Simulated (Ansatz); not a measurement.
# Lanthanum, dhcp under r²SCAN: convergence with the k-point mesh

Aim: find which k-point mesh is enough for energy and pressure. The geometry was relaxed under r²SCAN beforehand and stays fixed; 7 values are run, from 2×2×1 to 14×14×4. Wanted are the values from which on the energy stays within 10 and 1 meV/atom, and the pressure within 0.5 GPa, of the last run. Within the series other settings stay, but some runs also write fields, which adds to their time. Spin polarisation is left out.

Computed with Ansatz 0.2.0 (DFT r²SCAN, plane waves with PAW, scalar-relativistic, unless a step says otherwise).

1 further run of the same task is left out (set aside as unsound or not needed).

### 1 The system as given

It takes space group P6_3/mmc (No. 194, hexagonal). The conventional cell has a = 3.787 Å, b = 3.787 Å, c = 12.062 Å, α = 90.00°, β = 90.00°, γ = 120.00°. La (site symmetry -3m) has 12 La at 3.72 to 3.79 Å as nearest neighbours. Around La (site symmetry -6m2) lie 12 La at 3.72 to 3.79 Å.

Coordinates:

```cif
data_structure
_symmetry_space_group_name_H-M 'P6_3/mmc'
_symmetry_Int_Tables_number 194
_cell_length_a 3.7872
_cell_length_b 3.7872
_cell_length_c 12.0621
_cell_angle_alpha 90.000
_cell_angle_beta 90.000
_cell_angle_gamma 120.000
_cell_volume 149.82
loop_
_atom_site_label
_atom_site_type_symbol
_atom_site_symmetry_multiplicity
_atom_site_Wyckoff_symbol
_atom_site_fract_x
_atom_site_fract_y
_atom_site_fract_z
_atom_site_occupancy
La1 La 2 a 0.00000 0.00000 0.00000 1
La2 La 2 d 0.33333 0.66667 0.75000 1
```

### 2 Run at 2×2×1

The run at 2×2×1.

input.yaml reads:

```yaml
crystal:
  lattice:
    - [3.787165242, 0.0, 0.0]
    - [-1.893582621, 3.2797813079, 0.0]
    - [0.0, 0.0, 12.0620946415]
  atoms:
    - { symbol: La, position: [1.0, 0.0, 0.0] }
    - { symbol: La, position: [1.0, 0.0, 0.5] }
    - { symbol: La, position: [0.3333333333, 0.6666666667, 0.75] }
    - { symbol: La, position: [0.6666666667, 0.3333333333, 0.25] }
hamiltonian:
  xc: r2scan
  pseudopotentials:
    kind: paw
    azcp:
      La: "pseudopotentials/La.paw.azcp"
basis:
  ecutwfc: 500
  fft_grid_basis: typed
kpoints:
  mp_grid: { grid: [2, 2, 1], shift: [0, 0, 0] }
magnetization:
  spin_polarized: false
scf:
  occupations: { method: fermi_dirac, width: 0.1 }
  lower_state_search: "off"
output:
  stress: true
```

On the command line:

```sh
$ ansatz run input.yaml --threads 2 --pin off --max-ram 5120MiB --backend cpu --events-out ev --progress --plain --runs-dir out
```

Standard output, cut to the lines that bear on the results:

```text
Warning: RAYON_NUM_THREADS=2 ignored (pool sized by the plan → 2); use --threads N
[...]
Pseudopotentials: kind: paw
Pseudopotential: La, paw, valence charge 11, recommended cutoff 500 eV (meta_gga), <dir>
Functional definition: r2SCAN
[...]
Crystal: 4 atoms, lattice volume = 149.824 Å³
Basis set: ecut = 500 eV, 3787 PW (Γ), exchange–correlation on 120×120×360 points (64 copies of the dense FFT grid, shifted against one another)
Bands: 27, of which v1, the nominal top of the filled ones, is band 22 counted from 1 (21 counted from 0)
Symmetry: 24 space group operations
Space group: P63/mmc (ITA 194), of the structure as read, at distance tolerance 5.3e-5 Å
k-points: 2 of 4
[...]
SCF iter   1: F=-25062.602479 eV  HF=-25062.627999 eV  |F-HF|=2.55e-2  |Δ(HF+E_count)|=         —  Δρ=1.59e-2  dr2=5.44e-1  dr2_τ=9.31e-3  ethr=1.77e-3  ⟨swp⟩=10.5  Hψ=308  notcnv=0
[...]
SCF iter   8: F=-25062.729538 eV  HF=-25062.729538 eV  |F-HF|=1.03e-8  |Δ(HF+E_count)|=   3.26e-7  Δρ=2.80e-6  dr2=1.05e-8  dr2_τ=1.61e-10  ethr=2.27e-10  ⟨swp⟩=5.0  Hψ=198  notcnv=0
[...]
SCF converged after 8 iterations
Free energy (F): -25062.729538 eV
[...]
E sigma→0 (E₀):  -25062.658176 eV
Entropy (-TS):   -0.142724 eV (-35.681 meV/atom)
Fermi energy:    10.938135 eV
[...]
--- Stress (GPa, compression-positive) ---
      -13.908392       0.000000       0.000000
        0.000000     -13.908392       0.000000
        0.000000       0.000000       6.900212
  P = ⅓ Tr σ = -6.9722 GPa (-69.722 kbar)
```

Run time: 2.9 s. Hardware: 2 threads of Intel Xeon Platinum 8488C (Sapphire Rapids), shared host; peak memory 0.73 GiB.

### 3 Run at 3×3×1

The run at 3×3×1.

input.yaml, as its differences from that of step 2:

```diff
@@ -20,3 +20,3 @@
 kpoints:
-  mp_grid: { grid: [2, 2, 1], shift: [0, 0, 0] }
+  mp_grid: { grid: [3, 3, 1], shift: [0, 0, 0] }
 magnetization:
```

On the command line:

```sh
$ ansatz run input.yaml --threads 2 --pin off --max-ram 5120MiB --backend cpu --events-out ev --progress --plain --runs-dir out
```

Standard output, cut to the lines that bear on the results:

```text
Warning: RAYON_NUM_THREADS=2 ignored (pool sized by the plan → 2); use --threads N
[...]
[... 3 set-up lines as earlier in the session ...]
[...]
Crystal: 4 atoms, lattice volume = 149.824 Å³
Basis set: ecut = 500 eV, 3787 PW (Γ), exchange–correlation on 120×120×360 points (64 copies of the dense FFT grid, shifted against one another)
Bands: 27, of which v1, the nominal top of the filled ones, is band 22 counted from 1 (21 counted from 0)
[... 2 set-up lines as earlier in the session ...]
k-points: 3 of 9
[...]
SCF iter   1: F=-25059.079518 eV  HF=-25058.943047 eV  |F-HF|=1.36e-1  |Δ(HF+E_count)|=         —  Δρ=9.48e-3  dr2=1.37e-1  dr2_τ=9.87e-3  ethr=1.77e-3  ⟨swp⟩=5.7  Hψ=421  notcnv=0
[...]
SCF iter   8: F=-25059.133919 eV  HF=-25059.133919 eV  |F-HF|=1.28e-8  |Δ(HF+E_count)|=   8.14e-8  Δρ=4.53e-6  dr2=4.54e-8  dr2_τ=3.13e-10  ethr=2.27e-10  ⟨swp⟩=4.7  Hψ=305  notcnv=0
[...]
SCF converged after 8 iterations
Free energy (F): -25059.133919 eV
[...]
E sigma→0 (E₀):  -25059.039999 eV
Entropy (-TS):   -0.187840 eV (-46.960 meV/atom)
Fermi energy:    11.043329 eV
[...]
--- Stress (GPa, compression-positive) ---
       -4.992653      -0.000000       0.000000
        0.000000      -4.992653       0.000000
        0.000000       0.000000       2.165089
  P = ⅓ Tr σ = -2.6067 GPa (-26.067 kbar)
```

Wall time 2.8 s (2 threads of Intel Xeon Platinum 8488C (Sapphire Rapids), shared host); peak memory 0.76 GiB.

### 4 Run at 4×4×1

The run at 4×4×1.

input.yaml, as its differences from that of step 3:

```diff
@@ -20,3 +20,3 @@
 kpoints:
-  mp_grid: { grid: [3, 3, 1], shift: [0, 0, 0] }
+  mp_grid: { grid: [4, 4, 1], shift: [0, 0, 0] }
 magnetization:
```

On the command line:

```sh
$ ansatz run input.yaml --threads 2 --pin off --max-ram 5120MiB --backend cpu --events-out ev --progress --plain --runs-dir out
```

Standard output, cut to the lines that bear on the results:

```text
Warning: RAYON_NUM_THREADS=2 ignored (pool sized by the plan → 2); use --threads N
[...]
[... 3 set-up lines as earlier in the session ...]
[...]
Crystal: 4 atoms, lattice volume = 149.824 Å³
Basis set: ecut = 500 eV, 3787 PW (Γ), exchange–correlation on 120×120×360 points (64 copies of the dense FFT grid, shifted against one another)
Bands: 27, of which v1, the nominal top of the filled ones, is band 22 counted from 1 (21 counted from 0)
[... 2 set-up lines as earlier in the session ...]
k-points: 4 of 16
[...]
SCF iter   1: F=-25058.318739 eV  HF=-25058.151457 eV  |F-HF|=1.67e-1  |Δ(HF+E_count)|=         —  Δρ=8.18e-3  dr2=1.12e-1  dr2_τ=1.02e-2  ethr=1.77e-3  ⟨swp⟩=7.2  Hψ=628  notcnv=0
[...]
SCF iter   8: F=-25058.385960 eV  HF=-25058.385960 eV  |F-HF|=8.15e-9  |Δ(HF+E_count)|=   1.83e-7  Δρ=3.07e-6  dr2=1.70e-8  dr2_τ=1.85e-10  ethr=2.27e-10  ⟨swp⟩=5.2  Hψ=415  notcnv=0
[...]
SCF converged after 8 iterations
Free energy (F): -25058.385960 eV
[...]
E sigma→0 (E₀):  -25058.274446 eV
Entropy (-TS):   -0.223028 eV (-55.757 meV/atom)
Fermi energy:    11.013225 eV
[...]
--- Stress (GPa, compression-positive) ---
        0.660892       0.000000       0.000000
        0.000000       0.660892       0.000000
        0.000000       0.000000       1.086280
  P = ⅓ Tr σ = 0.8027 GPa (8.027 kbar)
```

It took 2.9 s on 2 threads of Intel Xeon Platinum 8488C (Sapphire Rapids), shared host; peak memory 0.77 GiB.

### 5 Run at 5×5×2

The run at 5×5×2.

input.yaml, as its differences from that of step 4:

```diff
@@ -20,3 +20,3 @@
 kpoints:
-  mp_grid: { grid: [4, 4, 1], shift: [0, 0, 0] }
+  mp_grid: { grid: [5, 5, 2], shift: [0, 0, 0] }
 magnetization:
```

On the command line:

```sh
$ ansatz run input.yaml --threads 2 --pin off --max-ram 5120MiB --backend cpu --events-out ev --progress --plain --runs-dir out
```

Standard output, cut to the lines that bear on the results:

```text
Warning: RAYON_NUM_THREADS=2 ignored (pool sized by the plan → 2); use --threads N
[...]
[... 3 set-up lines as earlier in the session ...]
[...]
Crystal: 4 atoms, lattice volume = 149.824 Å³
Basis set: ecut = 500 eV, 3787 PW (Γ), exchange–correlation on 120×120×360 points (64 copies of the dense FFT grid, shifted against one another)
Bands: 27, of which v1, the nominal top of the filled ones, is band 22 counted from 1 (21 counted from 0)
[... 2 set-up lines as earlier in the session ...]
k-points: 10 of 50
[...]
SCF iter   1: F=-25058.660529 eV  HF=-25058.492073 eV  |F-HF|=1.68e-1  |Δ(HF+E_count)|=         —  Δρ=8.30e-3  dr2=1.16e-1  dr2_τ=1.01e-2  ethr=1.77e-3  ⟨swp⟩=7.3  Hψ=1475  notcnv=0
[...]
SCF iter   8: F=-25058.731067 eV  HF=-25058.731067 eV  |F-HF|=9.02e-10  |Δ(HF+E_count)|=   9.28e-8  Δρ=1.87e-6  dr2=1.09e-8  dr2_τ=8.40e-11  ethr=2.27e-10  ⟨swp⟩=4.9  Hψ=1030  notcnv=0
[...]
SCF converged after 8 iterations
Free energy (F): -25058.731067 eV
[...]
E sigma→0 (E₀):  -25058.615079 eV
Entropy (-TS):   -0.231977 eV (-57.994 meV/atom)
Fermi energy:    11.013597 eV
[...]
--- Stress (GPa, compression-positive) ---
        0.609507       0.000000       0.000000
       -0.000000       0.609507       0.000000
        0.000000       0.000000      -0.695013
  P = ⅓ Tr σ = 0.1747 GPa (1.747 kbar)
```

It took 4.2 s on 2 threads of Intel Xeon Platinum 8488C (Sapphire Rapids), shared host; peak memory 0.81 GiB.

### 6 Run at 6×6×2

The run at 6×6×2.

input.yaml, as its differences from that of step 5:

```diff
@@ -20,3 +20,3 @@
 kpoints:
-  mp_grid: { grid: [5, 5, 2], shift: [0, 0, 0] }
+  mp_grid: { grid: [6, 6, 2], shift: [0, 0, 0] }
 magnetization:
```

On the command line:

```sh
$ ansatz run input.yaml --threads 2 --pin off --max-ram 5120MiB --backend cpu --events-out ev --progress --plain --runs-dir out
```

Standard output, cut to the lines that bear on the results:

```text
Warning: RAYON_NUM_THREADS=2 ignored (pool sized by the plan → 2); use --threads N
[...]
[... 3 set-up lines as earlier in the session ...]
[...]
Crystal: 4 atoms, lattice volume = 149.824 Å³
Basis set: ecut = 500 eV, 3787 PW (Γ), exchange–correlation on 120×120×360 points (64 copies of the dense FFT grid, shifted against one another)
Bands: 27, of which v1, the nominal top of the filled ones, is band 22 counted from 1 (21 counted from 0)
[... 2 set-up lines as earlier in the session ...]
k-points: 14 of 72
[...]
SCF iter   1: F=-25058.771601 eV  HF=-25058.602240 eV  |F-HF|=1.69e-1  |Δ(HF+E_count)|=         —  Δρ=8.52e-3  dr2=1.14e-1  dr2_τ=9.95e-3  ethr=1.77e-3  ⟨swp⟩=7.3  Hψ=2110  notcnv=0
[...]
SCF iter   8: F=-25058.833036 eV  HF=-25058.833036 eV  |F-HF|=2.28e-9  |Δ(HF+E_count)|=   8.88e-8  Δρ=2.84e-6  dr2=2.00e-8  dr2_τ=1.37e-10  ethr=2.27e-10  ⟨swp⟩=4.9  Hψ=1441  notcnv=0
[...]
SCF converged after 8 iterations
Free energy (F): -25058.833036 eV
[...]
E sigma→0 (E₀):  -25058.743348 eV
Entropy (-TS):   -0.179376 eV (-44.844 meV/atom)
Fermi energy:    11.034469 eV
[...]
--- Stress (GPa, compression-positive) ---
       -0.001675      -0.000000       0.000000
        0.000000      -0.001675       0.000000
        0.000000       0.000000       0.093491
  P = ⅓ Tr σ = 0.0300 GPa (0.300 kbar)
```

It took 5.4 s on 2 threads of Intel Xeon Platinum 8488C (Sapphire Rapids), shared host; peak memory 0.83 GiB.

### 7 Run at 8×8×2

The run at 8×8×2.

input.yaml, as its differences from that of step 6:

```diff
@@ -20,3 +20,3 @@
 kpoints:
-  mp_grid: { grid: [6, 6, 2], shift: [0, 0, 0] }
+  mp_grid: { grid: [8, 8, 2], shift: [0, 0, 0] }
 magnetization:
@@ -28 +28,5 @@
   stress: true
+  write_density: true
+  write_potential: true
+  elf: true
+  volumetric_format: npy
```

On the command line:

```sh
$ ansatz run input.yaml --threads 2 --pin off --max-ram 5120MiB --backend cpu --events-out ev --progress --plain --runs-dir out
```

Standard output, cut to the lines that bear on the results:

```text
Warning: RAYON_NUM_THREADS=2 ignored (pool sized by the plan → 2); use --threads N
[...]
[... 3 set-up lines as earlier in the session ...]
[...]
Crystal: 4 atoms, lattice volume = 149.824 Å³
Basis set: ecut = 500 eV, 3787 PW (Γ), exchange–correlation on 120×120×360 points (64 copies of the dense FFT grid, shifted against one another)
Bands: 27, of which v1, the nominal top of the filled ones, is band 22 counted from 1 (21 counted from 0)
[... 2 set-up lines as earlier in the session ...]
k-points: 20 of 128
[...]
SCF iter   1: F=-25058.745116 eV  HF=-25058.581357 eV  |F-HF|=1.64e-1  |Δ(HF+E_count)|=         —  Δρ=8.44e-3  dr2=1.11e-1  dr2_τ=9.85e-3  ethr=1.77e-3  ⟨swp⟩=7.6  Hψ=3031  notcnv=0
[...]
SCF iter   8: F=-25058.809334 eV  HF=-25058.809334 eV  |F-HF|=4.44e-10  |Δ(HF+E_count)|=   5.18e-8  Δρ=2.40e-6  dr2=1.49e-8  dr2_τ=7.07e-11  ethr=2.27e-10  ⟨swp⟩=12.8  Hψ=4397  notcnv=0
[...]
SCF converged after 8 iterations
Free energy (F): -25058.809334 eV
[...]
E sigma→0 (E₀):  -25058.714726 eV
Entropy (-TS):   -0.189216 eV (-47.304 meV/atom)
Fermi energy:    11.010492 eV
[...]
--- Stress (GPa, compression-positive) ---
       -0.220280       0.000000       0.000000
       -0.000000      -0.220280       0.000000
        0.000000       0.000000       0.180951
  P = ⅓ Tr σ = -0.0865 GPa (-0.865 kbar)
--- Band table (eV; the first three rows and the last of 20) ---
  k-point 0: bands = ["-23.0110", "-22.9051", "-22.8919", "-22.7821", "-7.0057", "-6.3172", "-6.3058", "-5.7666", "-5.7666", "-5.6779", "-5.6779", "-5.6578", "-5.6578", "-5.5664", "-5.5664", "-5.5234", "7.7111", "9.1096", "9.1169", "9.2077", "11.5670", "11.7324", "12.3713", "12.3713", [...]
[...]
```

Run time: 8.5 s. Hardware: 2 threads of Intel Xeon Platinum 8488C (Sapphire Rapids), shared host; peak memory 0.85 GiB.

### 8 Run at 14×14×4

The run at 14×14×4.

input.yaml, as its differences from that of step 7:

```diff
@@ -20,3 +20,3 @@
 kpoints:
-  mp_grid: { grid: [8, 8, 2], shift: [0, 0, 0] }
+  mp_grid: { grid: [14, 14, 4], shift: [0, 0, 0] }
 magnetization:
```

On the command line:

```sh
$ ansatz run input.yaml --threads 2 --pin off --max-ram 5120MiB --backend cpu --events-out ev --progress --plain --runs-dir out
```

Standard output, cut to the lines that bear on the results:

```text
Warning: RAYON_NUM_THREADS=2 ignored (pool sized by the plan → 2); use --threads N
[...]
[... 3 set-up lines as earlier in the session ...]
[...]
Crystal: 4 atoms, lattice volume = 149.824 Å³
Basis set: ecut = 500 eV, 3787 PW (Γ), exchange–correlation on 120×120×360 points (64 copies of the dense FFT grid, shifted against one another)
Bands: 27, of which v1, the nominal top of the filled ones, is band 22 counted from 1 (21 counted from 0)
[... 2 set-up lines as earlier in the session ...]
k-points: 72 of 784
[...]
SCF iter   1: F=-25058.749208 eV  HF=-25058.579949 eV  |F-HF|=1.69e-1  |Δ(HF+E_count)|=         —  Δρ=8.41e-3  dr2=1.09e-1  dr2_τ=9.92e-3  ethr=1.77e-3  ⟨swp⟩=8.1  Hψ=24687  notcnv=0
[...]
SCF iter   8: F=-25058.810185 eV  HF=-25058.810185 eV  |F-HF|=2.47e-9  |Δ(HF+E_count)|=   7.65e-8  Δρ=2.42e-6  dr2=1.24e-8  dr2_τ=9.88e-11  ethr=2.27e-10  ⟨swp⟩=19.4  Hψ=19489  notcnv=0
[...]
SCF converged after 8 iterations
Free energy (F): -25058.810185 eV
[...]
E sigma→0 (E₀):  -25058.710397 eV
Entropy (-TS):   -0.199576 eV (-49.894 meV/atom)
Fermi energy:    11.026208 eV
[...]
--- Stress (GPa, compression-positive) ---
       -0.034750       0.000000       0.000000
        0.000000      -0.034750       0.000000
        0.000000       0.000000       0.000730
  P = ⅓ Tr σ = -0.0229 GPa (-0.229 kbar)
--- Band table (eV; the first three rows and the last of 72) ---
[...]
```

It took 23 s on 2 threads of Intel Xeon Platinum 8488C (Sapphire Rapids), shared host; peak memory 0.99 GiB.

### 9 All values side by side

Energies count from the run at 14×14×4.

| k-mesh | k-points | E(σ → 0) (meV/atom) | P (GPa) | SCF cycles | CPU time |
| --- | --- | --- | --- | --- | --- |
| 2×2×1 | 2 | -986.94 | -6.97 | 8 | 5.2 s |
| 3×3×1 | 3 | -82.40 | -2.61 | 8 | 5 s |
| 4×4×1 | 4 | 108.99 | 0.80 | 8 | 5.4 s |
| 5×5×2 | 10 | 23.83 | 0.17 | 8 | 7.7 s |
| 6×6×2 | 14 | -8.24 | 0.03 | 8 | 10 s |
| 8×8×2 | 20 | -1.08 | -0.09 | 8 | 16 s |
| 14×14×4 | 72 | 0.00 | -0.02 | 8 | 45 s |

### 10 Outcome

| quantity | value |
| --- | --- |
| E(σ → 0) stays within 10 meV/atom of 14×14×4 | from 6×6×2 on |
| E(σ → 0) stays within 1 meV/atom | not reached before 14×14×4 |
| pressure stays within 0.5 GPa | from 5×5×2 on |
| pressure at 14×14×4 | -0.02 GPa |
| CPU time, dearest over cheapest | 8.9 |

At 2×2×1 the energy differs by -986.9 meV/atom and the pressure by -6.9 GPa. Convergence in k is not monotonic; the energy swings about its limit. The energy has not settled to 1 meV/atom before the last mesh. A Fermi surface needs many points. The last mesh is only the yardstick of this series and isn't shown to be converged.
